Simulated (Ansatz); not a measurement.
# Barium, beta-Sn type under PBE: from relaxation to bulk modulus

Aim: take barium in the beta-Sn type structure, relax it, solve it on a dense k-mesh, switch on spin-orbit coupling, then scale the cell to 7 volumes from 88 to 112 % of the relaxed one and try a fit of the equation of state. The k-meshes are 8×8×6 for the relaxation; 14×14×10 for the dense run; 9×9×6 for spin-orbit coupling; 10×10×7 for the volumes.

Method: DFT PBE, plane waves (420 eV) with PAW, scalar-relativistic, in Ansatz 0.2.0.

## 1. The structure to begin with

Symmetry: I4_1/amd, No. 141, tetragonal system. Conventional cell: a = 7.834 Å, b = 7.834 Å, c = 4.277 Å, α = 90.00°, β = 90.00°, γ = 90.00°. Around Ba (site symmetry -4m2) lie 6 Ba at 4.06 to 4.28 Å.

As a file:

```
Ba
1.0
    -3.91696    3.91696    2.13866
     3.91696   -3.91696    2.13866
     3.91696    3.91696   -2.13866
Ba
2
Direct
  0.00000 0.00000 0.00000
  0.75000 0.25000 0.50000
```

## 2. Relaxation of the cell

Contents of input.yaml:

```yaml
crystal:
  lattice:
    - [-3.9169578005, 3.9169578005, 2.1386589591]
    - [3.9169578005, -3.9169578005, 2.1386589591]
    - [3.9169578005, 3.9169578005, -2.1386589591]
  atoms:
    - { symbol: Ba, position: [0.0, 0.0, 0.0] }
    - { symbol: Ba, position: [0.75, 0.25, 0.5] }
hamiltonian:
  xc: pbe
  pseudopotentials:
    kind: paw
    azcp:
      Ba: "pseudopotentials/Ba.paw.azcp"
basis:
  ecutwfc: 420
  fft_grid_basis: typed
kpoints:
  mp_grid: { grid: [8, 8, 6], shift: [0, 0, 0] }
magnetization:
  spin_polarized: false
scf:
  occupations: { method: fermi_dirac, width: 0.1 }
relax:
  max_steps: 60
  f_tol: 0.01
  cell: {}
```

Started as:

```console
ansatz run input.yaml --threads 1 --pin off --max-ram 3584MiB --backend cpu --events-out ev --progress --plain --runs-dir out
```

Further steps of the session: Single point on a dense mesh; Spin-orbit coupling switched on; At 88 % of the relaxed volume; At 92 % of the relaxed volume; At 96 % of the relaxed volume; At 100 % of the relaxed volume; At 104 % of the relaxed volume; At 108 % of the relaxed volume; At 112 % of the relaxed volume.

What does the calculation give? Wanted: space group; conventional cell; volume; shortest distance; gap on the mesh; relative to bcc; V₀, B₀, B₀′.

The runs gave:

```
                      quantity                                   value
space group (spins left aside)                      I4_1/amd (No. 141)
             conventional cell  a = 7.651 Å, c = 4.141 Å (c/a = 0.541)
                        volume                          60.599 Å³/atom
             shortest distance                                 3.962 Å
               gap on the mesh            none (levels filled in part)
               relative to bcc                           +176 meV/atom
                   V₀, B₀, B₀′            60.002 Å³/atom, 7.9 GPa, 3.3
```

The relaxation shrank the cell by 7.7 % in volume. It lies 176 meV/atom above the element's reference form at the same level (bcc, from a run of its own), so it is far from stable. No gap shows: it is a metal or semimetal at this level. The total energy of the spin-orbit run lies -4.8 eV/atom from the scalar one, but the two kinds of run don't share a zero of energy: only differences within one kind count. The fitted modulus is 7.9 GPa, a soft solid; letting shape and positions relax at each volume could only lower it. The symmetry was held, so the structure may be unstable against distortions that break it.
